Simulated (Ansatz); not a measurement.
# Co: spin spirals

Is the ferromagnetic state of Co stable against spirals with wavevectors from Γ to K? Methods of the runs shown: LAPW. Companion runs by PAW are cited.

Program: Ansatz 0.2.0. Level of theory: DFT, LDA, all-electron LAPW, scalar-relativistic. These are calculated values, not measurements.

### 1 The starting structure

It takes space group P-3m1 (No. 164, trigonal). The conventional cell has a = 2.487 Å, b = 2.487 Å, c = 4.063 Å, α = 90.00°, β = 90.00°, γ = 120.00°. Co (site symmetry 3m) is surrounded by 12 Co at 2.42 to 2.55 Å.

As a file:

```xyz
2
Lattice="2.4874 0.0000 0.0000 -1.2437 2.1541 0.0000 0.0000 0.0000 4.0633" Properties=species:S:1:pos:R:3 pbc="T T T"
Co    1.2437    0.7180    1.0559
Co    0.0000    1.4361    3.0074
```

Atoms are numbered in the order of the input: Co1, Co2.

### 2 Spiral at q = 0, LAPW

Input file input.yaml:

```yaml
crystal:
  lattice:
    - [2.4873648738, 0.0, 0.0]
    - [-1.2436824369, 2.1541211692, 0.0]
    - [0.0, 0.0, 4.0632895034]
  atoms:
    - { symbol: Co, position: [0.6666666667, 0.3333333333, 0.259861], spin: 1.6, spin_axis: [1.0, 0.0, 0.0] }
    - { symbol: Co, position: [0.3333333333, 0.6666666667, 0.740139], spin: 1.6, spin_axis: [1.0, 0.0, 0.0] }
magnetization:
  noncollinear: true
  spin_spiral: { q: [0.0, 0.0, 0.0] }
kpoints:
  mp_grid: { grid: [18, 18, 7] }
scf:
  occupations: { method: fermi_dirac, width: 0.08 }
  lower_state_search: "off"
hamiltonian:
  xc: lda
  pseudopotentials: { kind: all_electron, lapw: { basis_error: 0.001 } }
output:
  eigenvalues: false
```

The run is started by

```bash
> ansatz run input.yaml --threads 2 --pin off --max-ram 5120MiB --backend cpu --events-out ev --progress --plain --runs-dir out
```

Output:

```text
settings of this run that can trade accuracy for cost: output.eigenvalues: false. Do not mix this run's numbers with those of runs without the same settings; the input reference describes each key
LAPW: plane waves up to 9.283 Å⁻¹, error target 1.0e-3 eV per atom; small_component_spin mean_spin; Co in spheres of 1.211 Å, 17 of its electrons in bands, Dirac shells []
Engine: ansatz 0.2.0
Pseudopotentials: kind: all_electron
Pseudopotential: Co, LAPW, valence charge 17, Koelling and Harmon's equation, gaussian nucleus
Functional definition: SPW92
  exchange = slater_x
  correlation = pw_c
Crystal: 2 atoms, lattice volume = 21.771 Å³
Basis set: ecut = 328.30829913939755 eV, 313 PW (Γ), exchange–correlation at level 2
Bands: 42, of which v1, the nominal top of the filled ones, is band 34 counted from 1 (33 counted from 0)
Symmetry: 12 space group operations
k-points: 229 of 2268
Spin spiral: q = (0, 0, 0) of the reciprocal vectors; moments are told in the frame that turns with it, a site's in that at the site
Non-local potential: Co, projectors of the file, none
Initial density: superposition of atomic densities (chi_scale 0.1, normalization cell)
Starting moments: Σ|m| = 3.2 μB on 2 of 2 sites
Initial wavefunctions: plane waves of lowest kinetic energy (no species holds an atomic orbital)
Functional: x = slater, c = lda
iter 1 solved again at ethr=1.91e-4 eV; its pass at ethr=1.00e-1 eV (dr2=6.49e-2 eV) is discarded
SCF iter   1: F=—  HF=-75708.479081 eV  |F-HF|=—  |Δ(HF+E_count)|=         —  Δρ=1.37e-2  dr2=6.50e-2  dr2_m=7.01e-3  ethr=1.91e-4  |M|=3.06e0 ∫|m|=3.14e0 μB  β_m=1.00  ⟨swp⟩=2.8  Hψ=71954  notcnv=0
preconditioner: auto → none  [metal: Δε(μ)=0.001 eV  Ē_g=6.168 eV  σ=0.080 eV  W_gap=0.00  n_scr=8 (ndim 8)  ℏωp=33.8 eV  f_vac=0.000  D(μ)=2.07/eV (n_scr^D=22)]
SCF iter   2: F=—  HF=-75708.481203 eV  |F-HF|=—  |Δ(HF+E_count)|=   2.12e-3  Δρ=5.59e-3  dr2=7.59e-3  dr2_m=1.38e-3  ethr=1.91e-4  |M|=3.11e0 ∫|m|=3.28e0 μB  β_m=1.00  ⟨swp⟩=2.3  Hψ=29019  notcnv=0
SCF iter   3: F=—  HF=-75708.482041 eV  |F-HF|=—  |Δ(HF+E_count)|=   8.38e-4  Δρ=3.94e-3  dr2=2.48e-3  dr2_m=2.98e-4  ethr=2.23e-5  |M|=3.14e0 ∫|m|=3.35e0 μB  β_m=1.00  ⟨swp⟩=2.1  Hψ=28107  notcnv=0
SCF iter   4: F=—  HF=-75708.483205 eV  |F-HF|=—  |Δ(HF+E_count)|=         —  Δρ=1.94e-3  dr2=5.57e-4  dr2_m=3.47e-5  ethr=7.28e-6  |M|=3.15e0 ∫|m|=3.37e0 μB  β_m=1.00  ⟨swp⟩=2.0  Hψ=28063  notcnv=0
the basis was enlarged: its passes take 1.9 MiB over the memory plan, 2 of 2 planned eigensolver slots
iter 5 solved again at ethr=1.60e-8 eV; its pass at ethr=1.64e-6 eV (dr2=5.45e-6 eV) is discarded
SCF iter   5: F=—  HF=-75708.483218 eV  |F-HF|=—  |Δ(HF+E_count)|=   1.33e-5  Δρ=3.27e-4  dr2=5.46e-6  dr2_m=5.32e-6  ethr=1.60e-8  |M|=3.15e0 ∫|m|=3.38e0 μB  β_m=0.30  ⟨swp⟩=2.2  Hψ=48126  notcnv=0
Mixer restart at iter 5: flushing history
spin-set hold released at iteration 5 (site moments contracting): the magnetisation degrees of freedom join the quasi-Newton model from the next iteration; the mixer history was flushed
SCF iter   6: F=—  HF=-75708.483223 eV  |F-HF|=—  |Δ(HF+E_count)|=   4.70e-6  Δρ=2.62e-4  dr2=2.78e-6  dr2_m=3.43e-6  ethr=1.60e-8  |M|=3.16e0 ∫|m|=3.38e0 μB  β_m=0.59  ⟨swp⟩=2.0  Hψ=28063  notcnv=0
SCF iter   7: F=—  HF=-75708.483241 eV  |F-HF|=—  |Δ(HF+E_count)|=   1.87e-5  Δρ=1.02e-4  dr2=1.53e-6  dr2_m=4.76e-8  ethr=8.17e-9  |M|=3.16e0 ∫|m|=3.38e0 μB  β_m=0.47  ⟨swp⟩=3.0  Hψ=30558  notcnv=0
SCF iter   8: F=—  HF=-75708.483233 eV  |F-HF|=—  |Δ(HF+E_count)|=   7.83e-6  Δρ=3.82e-5  dr2=1.51e-7  dr2_m=4.81e-9  ethr=4.51e-9  |M|=3.16e0 ∫|m|=3.38e0 μB  β_m=0.56  ⟨swp⟩=3.0  Hψ=30336  notcnv=0
SCF iter   9: F=-75708.483233 eV  HF=-75708.483233 eV  |F-HF|=3.13e-9  |Δ(HF+E_count)|=   1.70e-7  Δρ=1.61e-5  dr2=2.96e-8  dr2_m=2.73e-10  ethr=4.45e-10  |M|=3.16e0 ∫|m|=3.38e0 μB  ⟨swp⟩=2.0  Hψ=28065  notcnv=0
SCF 1 converged in 9 iterations: F = -75708.483233 eV  dr2 = 2.96e-8
SCF converged after 9 iterations
Magnetization: |M| = 3.1571 μB,  M = (+3.1571, -0.0000, +0.0000) μB
Absolute magnetization: 3.3805 μB (∫|m|)
  site 0: m = (+1.6228, -0.0000, +0.0000) μB, |m| = 1.6228 μB  (R = 1.21 Å)
  site 1: m = (+1.6228, -0.0000, +0.0000) μB, |m| = 1.6228 μB  (R = 1.21 Å)
Free energy (F): -75708.483233 eV
Harris-Foulkes:  -75708.483233 eV  (|F-HF|=3.13e-9)
Internal energy: -75708.445377 eV  (E = F + TS)
E sigma→0 (E₀):  -75708.464305 eV
Entropy (-TS):   -0.037857 eV (-18.928 meV/atom)
Fermi energy:    18.556749 eV
--- Per-component energies (eV) ---
  E_band       = -483.166043
  E_kinetic    = 76794.147041
  E_xc         = -3119.916010
  E_electrostatic = -149382.676407  (all electrons and nuclei)
  E_smearing   = -0.037857  (= −TS)
  E_closure    = 0.000000  (closes the sum)
  E_atoms      = -75689.688605  (free atoms, spherical and without spin; not in F)
  Σ components = -75708.483233   (vs F -75708.483233, Δ=0.00e0)
  Basis errors (estimates in eV, not in F): energy 2.5e-4 per atom: plane waves 2.2e-4 (1.2e-4 summed), levels above the bands 4.4e-36, relativity 4.9e-9, radial functions 3.2e-5, core shells 1.9e-9; eigenvalues (radial functions only) 4.2e-7; not estimated: angular momenta, meshes, grids; target (lapw.basis_error) 1.0e-3; muffin-tin radii Co 1.211 Å
settings of this run that can trade accuracy for cost: output.eigenvalues: false. Do not mix this run's numbers with those of runs without the same settings; the input reference describes each key
```

Wall time 3.4 min (2 threads of Arm Neoverse V1, shared host); peak memory 1.2 GiB.

Read from it: moment of the cell in the turning frame 3.16 μB; moments (x, y, z) Co1 (1.62, 0.00, 0.00), Co2 (1.62, 0.00, 0.00) μB.

### 3 Spiral at 0.333 of the way from Γ to K, LAPW

Changes to input.yaml since step 2:

```diff
@@ -10,3 +10,3 @@
   noncollinear: true
-  spin_spiral: { q: [0.0, 0.0, 0.0] }
+  spin_spiral: { q: [0.1111111111, 0.1111111111, 0.0] }
 kpoints:
```

The run is started by

```bash
> ansatz run input.yaml --threads 2 --pin off --max-ram 5120MiB --backend cpu --events-out ev --progress --plain --runs-dir out
```

Output:

```text
settings of this run that can trade accuracy for cost: output.eigenvalues: false. Do not mix this run's numbers with those of runs without the same settings; the input reference describes each key
LAPW: plane waves up to 9.283 Å⁻¹, error target 1.0e-3 eV per atom; small_component_spin mean_spin; Co in spheres of 1.211 Å, 17 of its electrons in bands, Dirac shells []
[... 6 set-up lines as earlier in the session ...]
Crystal: 2 atoms, lattice volume = 21.771 Å³
Basis set: ecut = 328.30829913939755 eV, 309 PW (Γ), exchange–correlation at level 2
Bands: 42, of which v1, the nominal top of the filled ones, is band 34 counted from 1 (33 counted from 0)
Symmetry: 2 space group operations
k-points: 604 of 2268
Spin spiral: q = (0.1111111111, 0.1111111111, 0) of the reciprocal vectors; moments are told in the frame that turns with it, a site's in that at the site
[... 2 set-up lines as earlier in the session ...]
Starting moments: Σ|m| = 3.2 μB on 2 of 2 sites
[... 2 set-up lines as earlier in the session ...]
iter 1 solved again at ethr=1.86e-4 eV; its pass at ethr=1.00e-1 eV (dr2=6.33e-2 eV) is discarded
SCF iter   1: F=—  HF=-75708.389918 eV  |F-HF|=—  |Δ(HF+E_count)|=         —  Δρ=1.68e-2  dr2=6.34e-2  dr2_m=1.51e-2  ethr=1.86e-4  |M|=2.78e0 ∫|m|=2.92e0 μB  β_m=0.30  ⟨swp⟩=2.9  Hψ=190850  notcnv=0
preconditioner: auto → none  [metal: Δε(μ)=0.002 eV  Ē_g=6.076 eV  σ=0.080 eV  W_gap=0.01  n_scr=8 (ndim 8)  ℏωp=33.8 eV  f_vac=0.000  D(μ)=2.76/eV (n_scr^D=36)]
SCF iter   2: F=—  HF=-75708.347563 eV  |F-HF|=—  |Δ(HF+E_count)|=   4.24e-2  Δρ=1.18e-2  dr2=7.84e-3  dr2_m=7.46e-3  ethr=1.86e-4  |M|=2.78e0 ∫|m|=2.95e0 μB  β_m=0.30  ⟨swp⟩=2.0  Hψ=76136  notcnv=0
SCF iter   3: F=—  HF=-75708.350800 eV  |F-HF|=—  |Δ(HF+E_count)|=   3.24e-3  Δρ=8.64e-3  dr2=2.49e-3  dr2_m=4.05e-3  ethr=2.31e-5  |M|=2.78e0 ∫|m|=2.96e0 μB  β_m=0.30  ⟨swp⟩=2.0  Hψ=74435  notcnv=0
SCF iter   4: F=—  HF=-75708.356529 eV  |F-HF|=—  |Δ(HF+E_count)|=         —  Δρ=6.22e-3  dr2=5.47e-4  dr2_m=2.13e-3  ethr=7.34e-6  |M|=2.78e0 ∫|m|=2.97e0 μB  β_m=1.00  ⟨swp⟩=2.0  Hψ=74398  notcnv=0
the basis was enlarged: its passes take 1.9 MiB over the memory plan, 2 of 2 planned eigensolver slots
iter 5 solved again at ethr=2.13e-8 eV; its pass at ethr=1.61e-6 eV (dr2=7.23e-6 eV) is discarded
SCF iter   5: F=—  HF=-75708.363878 eV  |F-HF|=—  |Δ(HF+E_count)|=   7.35e-3  Δρ=1.72e-3  dr2=7.23e-6  dr2_m=2.12e-4  ethr=2.13e-8  |M|=2.78e0 ∫|m|=3.00e0 μB  β_m=1.00  ⟨swp⟩=2.0  Hψ=136066  notcnv=0
SCF iter   6: F=—  HF=-75708.364485 eV  |F-HF|=—  |Δ(HF+E_count)|=   6.06e-4  Δρ=1.34e-3  dr2=1.48e-6  dr2_m=1.20e-4  ethr=2.13e-8  |M|=2.79e0 ∫|m|=3.02e0 μB  β_m=1.00  ⟨swp⟩=3.0  Hψ=86554  notcnv=0
SCF iter   7: F=—  HF=-75708.364652 eV  |F-HF|=—  |Δ(HF+E_count)|=   1.68e-4  Δρ=1.01e-3  dr2=2.78e-7  dr2_m=6.14e-5  ethr=4.34e-9  |M|=2.79e0 ∫|m|=3.03e0 μB  β_m=1.00  ⟨swp⟩=3.0  Hψ=86536  notcnv=0
SCF iter   8: F=—  HF=-75708.364722 eV  |F-HF|=—  |Δ(HF+E_count)|=   6.97e-5  Δρ=7.57e-4  dr2=1.54e-8  dr2_m=3.15e-5  ethr=8.17e-10  |M|=2.80e0 ∫|m|=3.04e0 μB  β_m=1.00  ⟨swp⟩=3.0  Hψ=86522  notcnv=0
SCF iter   9: F=—  HF=-75708.364755 eV  |F-HF|=—  |Δ(HF+E_count)|=   3.35e-5  Δρ=5.62e-4  dr2=1.45e-8  dr2_m=1.66e-5  ethr=4.53e-11  |M|=2.80e0 ∫|m|=3.04e0 μB  β_m=0.30  ⟨swp⟩=3.7  Hψ=93003  notcnv=0
Mixer restart at iter 9: flushing history
spin-set hold released at iteration 9 (site moments contracting): the magnetisation degrees of freedom join the quasi-Newton model from the next iteration; the mixer history was flushed
SCF iter  10: F=—  HF=-75708.364772 eV  |F-HF|=—  |Δ(HF+E_count)|=   1.62e-5  Δρ=4.14e-4  dr2=8.69e-9  dr2_m=9.23e-6  ethr=4.27e-11  |M|=2.80e0 ∫|m|=3.04e0 μB  β_m=0.57  ⟨swp⟩=3.2  Hψ=86645  notcnv=0
SCF iter  11: F=—  HF=-75708.364793 eV  |F-HF|=—  |Δ(HF+E_count)|=   2.15e-5  Δρ=5.15e-5  dr2=2.56e-8  dr2_m=1.37e-7  ethr=2.56e-11  |M|=2.80e0 ∫|m|=3.05e0 μB  β_m=0.82  ⟨swp⟩=4.0  Hψ=105748  notcnv=0
SCF iter  12: F=—  HF=-75708.364798 eV  |F-HF|=—  |Δ(HF+E_count)|=   4.39e-6  Δρ=6.87e-5  dr2=5.84e-7  dr2_m=1.78e-8  ethr=2.56e-11  |M|=2.80e0 ∫|m|=3.05e0 μB  β_m=0.59  ⟨swp⟩=4.0  Hψ=101031  notcnv=0  recentre
SCF iter  13: F=-75708.364793 eV  HF=-75708.364793 eV  |F-HF|=2.74e-9  |Δ(HF+E_count)|=   4.19e-6  Δρ=6.74e-6  dr2=6.20e-10  dr2_m=3.16e-9  ethr=2.56e-11  |M|=2.80e0 ∫|m|=3.05e0 μB  ⟨swp⟩=3.7  Hψ=95989  notcnv=0
SCF 1 converged in 13 iterations: F = -75708.364793 eV  dr2 = 6.20e-10
SCF converged after 13 iterations
Magnetization: |M| = 2.7999 μB,  M = (+2.7999, +0.0000, +0.0000) μB
Absolute magnetization: 3.0474 μB (∫|m|)
  site 0: m = (+1.4668, +0.0000, +0.0000) μB, |m| = 1.4668 μB  (R = 1.21 Å)
  site 1: m = (+1.4668, +0.0000, +0.0000) μB, |m| = 1.4668 μB  (R = 1.21 Å)
Free energy (F): -75708.364793 eV
Harris-Foulkes:  -75708.364793 eV  (|F-HF|=2.74e-9)
Internal energy: -75708.308901 eV  (E = F + TS)
E sigma→0 (E₀):  -75708.336847 eV
Entropy (-TS):   -0.055892 eV (-27.946 meV/atom)
Fermi energy:    18.593348 eV
--- Per-component energies (eV) ---
  E_band       = -483.345558
  E_kinetic    = 76793.404937
  E_xc         = -3119.542623
  E_electrostatic = -149382.171215  (all electrons and nuclei)
  E_smearing   = -0.055892  (= −TS)
  E_closure    = 0.000000  (closes the sum)
  E_atoms      = -75689.688605  (free atoms, spherical and without spin; not in F)
  Σ components = -75708.364793   (vs F -75708.364793, Δ=0.00e0)
  Basis errors (estimates in eV, not in F): energy 2.6e-4 per atom: plane waves 2.2e-4 (1.2e-4 summed), levels above the bands 1.3e-40, relativity 4.9e-9, radial functions 3.9e-5, core shells 1.9e-9; eigenvalues (radial functions only) 3.8e-7; not estimated: angular momenta, meshes, grids; target (lapw.basis_error) 1.0e-3; muffin-tin radii Co 1.211 Å
settings of this run that can trade accuracy for cost: output.eigenvalues: false. Do not mix this run's numbers with those of runs without the same settings; the input reference describes each key
```

Wall time 15 min (2 threads of Arm Neoverse V1, shared host); peak memory 2.8 GiB.

Result: moment of the cell in the turning frame 2.80 μB; moments (x, y, z) Co1 (1.47, 0.00, 0.00), Co2 (1.47, 0.00, 0.00) μB.

[end of part 1 of 2]
